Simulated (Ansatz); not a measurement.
Bands of Sr

```
CELL_PARAMETERS angstrom
0.00000 3.04235 3.04235
3.04235 0.00000 3.04235
3.04235 3.04235 0.00000
ATOMIC_POSITIONS crystal
Sr 0.00000 0.00000 0.00000
```

Conventional cell: a = 6.085 Å, b = 6.085 Å, c = 6.085 Å, α = 90.00°, β = 90.00°, γ = 90.00°. Sr (atom 1) is surrounded by 12 Sr at 4.30 Å.

The cell comes from COD entry 9008484, which wasn't checked; take it as a given geometry.

Level of theory: DFT, PBE, all-electron LAPW, Dirac equation with spin-orbit coupling in Ansatz 0.2.0.

Numerical set-up: a Γ-centred 10×10×10 k mesh, Fermi–Dirac smearing of 0.08 eV, basis error target 0.5 meV/atom, no spin polarisation.

Points in fractions of the reciprocal vectors of this cell: Γ (0, 0, 0), X (0.5, 0, 0.5), U (0.625, 0.25, 0.625), K (0.375, 0.375, 0.75), L (0.5, 0.5, 0.5), W (0.5, 0.25, 0.75). The path joins them by straight lines in the order Γ–X–U–K–Γ–L–W–X; legs that retrace an earlier one aren't tabulated. Energies are in eV from the Fermi level.

**Question.** Metal or insulator at this level of theory?

**Answer.** No gap opens: metallic or semimetallic.

**Question.** Tabulate bands 17 to 23, counted from the lowest band of the run, along the path.

**Answer.** 
| k (1/Å) | point | band 17 | band 18 | band 19 | band 20 | band 21 | band 22 | band 23 |
| --- | --- | --- | --- | --- | --- | --- | --- | --- |
| 0.00 | Γ | -18.15 | -18.15 | -3.60 | -3.60 | 2.32 | 2.32 | 2.32 |
| 0.21 |  | -18.16 | -18.16 | -3.39 | -3.39 | 2.03 | 2.03 | 2.42 |
| 0.41 |  | -18.17 | -18.17 | -2.80 | -2.80 | 1.43 | 1.43 | 2.55 |
| 0.62 |  | -18.19 | -18.19 | -1.92 | -1.92 | 0.87 | 0.87 | 1.70 |
| 0.83 |  | -18.21 | -18.21 | -1.02 | -1.02 | 0.50 | 0.50 | 1.15 |
| 1.03 | X | -18.22 | -18.22 | -0.60 | -0.60 | 0.38 | 0.38 | 1.00 |
| 1.11 |  | -18.22 | -18.22 | -0.58 | -0.58 | 0.38 | 0.38 | 0.99 |
| 1.18 |  | -18.22 | -18.22 | -0.51 | -0.51 | 0.39 | 0.39 | 0.96 |
| 1.25 |  | -18.22 | -18.22 | -0.40 | -0.40 | 0.39 | 0.39 | 0.91 |
| 1.32 |  | -18.23 | -18.23 | -0.25 | -0.25 | 0.34 | 0.34 | 0.86 |
| 1.40 | U | -18.23 | -18.23 | -0.07 | -0.07 | 0.24 | 0.24 | 0.81 |
| 1.52 |  | -18.23 | -18.23 | 0.00 | 0.00 | 0.21 | 0.21 | 0.81 |
| 1.65 |  | -18.23 | -18.23 | 0.04 | 0.04 | 0.21 | 0.21 | 0.84 |
| 1.78 |  | -18.23 | -18.23 | 0.04 | 0.04 | 0.21 | 0.21 | 0.84 |
| 1.90 |  | -18.23 | -18.23 | 0.00 | 0.00 | 0.21 | 0.21 | 0.81 |
| 2.03 | K | -18.23 | -18.23 | -0.07 | -0.07 | 0.24 | 0.24 | 0.81 |
| 2.25 |  | -18.21 | -18.21 | -0.62 | -0.62 | 0.68 | 0.68 | 0.76 |
| 2.47 |  | -18.19 | -18.19 | -1.72 | -1.72 | 0.94 | 0.94 | 1.51 |
| 2.69 |  | -18.17 | -18.17 | -2.71 | -2.71 | 1.39 | 1.39 | 2.22 |
| 2.91 |  | -18.15 | -18.15 | -3.37 | -3.37 | 2.00 | 2.00 | 2.40 |
| 3.13 | Γ | -18.15 | -18.15 | -3.60 | -3.60 | 2.32 | 2.32 | 2.32 |
| 3.30 |  | -18.15 | -18.15 | -3.44 | -3.44 | 2.09 | 2.09 | 2.39 |
| 3.48 |  | -18.16 | -18.16 | -3.00 | -3.00 | 1.56 | 1.56 | 2.48 |
| 3.66 |  | -18.17 | -18.17 | -2.32 | -2.32 | 0.96 | 0.96 | 2.39 |
| 3.84 |  | -18.17 | -18.17 | -1.56 | -1.56 | 0.39 | 0.39 | 2.23 |
| 4.02 | L | -18.18 | -18.18 | -1.10 | -1.10 | 0.04 | 0.04 | 2.16 |
| 4.17 |  | -18.18 | -18.18 | -0.99 | -0.99 | 0.03 | 0.03 | 1.99 |
| 4.31 |  | -18.20 | -18.20 | -0.67 | -0.67 | 0.01 | 0.01 | 1.57 |
| 4.46 |  | -18.22 | -18.22 | -0.19 | -0.19 | 0.02 | 0.02 | 1.12 |
| 4.60 |  | -18.23 | -18.23 | 0.05 | 0.05 | 0.34 | 0.34 | 0.77 |
| 4.75 | W | -18.24 | -18.24 | 0.09 | 0.09 | 0.60 | 0.60 | 0.65 |
| 4.85 |  | -18.24 | -18.24 | -0.01 | -0.01 | 0.53 | 0.53 | 0.73 |
| 4.96 |  | -18.23 | -18.23 | -0.22 | -0.22 | 0.47 | 0.47 | 0.83 |
| 5.06 |  | -18.22 | -18.22 | -0.42 | -0.42 | 0.42 | 0.42 | 0.91 |
| 5.16 |  | -18.22 | -18.22 | -0.56 | -0.56 | 0.39 | 0.39 | 0.98 |
| 5.27 | X | -18.22 | -18.22 | -0.60 | -0.60 | 0.38 | 0.38 | 1.00 |
